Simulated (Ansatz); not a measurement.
Write the native input for Ansatz 0.2.0 that does the following.

```yaml
Task: band structure
Functional: revPBE
Potentials_or_basis: all-electron LAPW, scalar-relativistic
Cutoff: 217 eV (chosen from the basis error)
Basis_error_allowed: 0.001 eV/atom
k_mesh: 11 × 11 × 11
Occupations: fermi-dirac, width 0.05 eV
Spin: no spin polarisation
```

Crystal: Nb.

```
Nb
1.0
    -1.66395    1.66395    1.66395
     1.66395   -1.66395    1.66395
     1.66395    1.66395   -1.66395
Nb
1
Direct
  0.00000 0.00000 0.00000
```

The input as run:

input.yaml

```yaml
crystal:
  lattice:
    - [-1.66395, 1.66395, 1.66395]
    - [1.66395, -1.66395, 1.66395]
    - [1.66395, 1.66395, -1.66395]
  atoms:
    - { symbol: Nb, position: [0.0, 0.0, 0.0] }
kpoints:
  mp_grid: { grid: [11, 11, 11] }
  band_path:
    path:
      - [0.0, 0.0, 0.0]
      - [0.5, -0.5, 0.5]
      - [0.0, 0.0, 0.5]
      - [0.0, 0.0, 0.0]
      - [0.25, 0.25, 0.25]
      - [0.5, -0.5, 0.5]
    npoints: 8
scf:
  occupations: { method: fermi_dirac, width: 0.05 }
hamiltonian:
  xc: revpbe
  pseudopotentials: { kind: all_electron, lapw: { basis_error: 0.001 } }
output:
  forces: true
  stress: true
  eigenvalues: true
```

Potentials or basis: all-electron LAPW, scalar-relativistic.

Launch:

```sh
$ ansatz run input.yaml --threads 1 --pin off --max-ram 3072MiB --backend cpu --events-out ev --progress --plain --runs-dir out
```

It gave:

```
Pressure                : 0.0 GPa
Band gap along the path : none (metal or under the smearing width)
```

Wall time 9.3 s on 1 thread of Arm Neoverse N1, with other jobs on the host, peak memory 0.25 GiB.
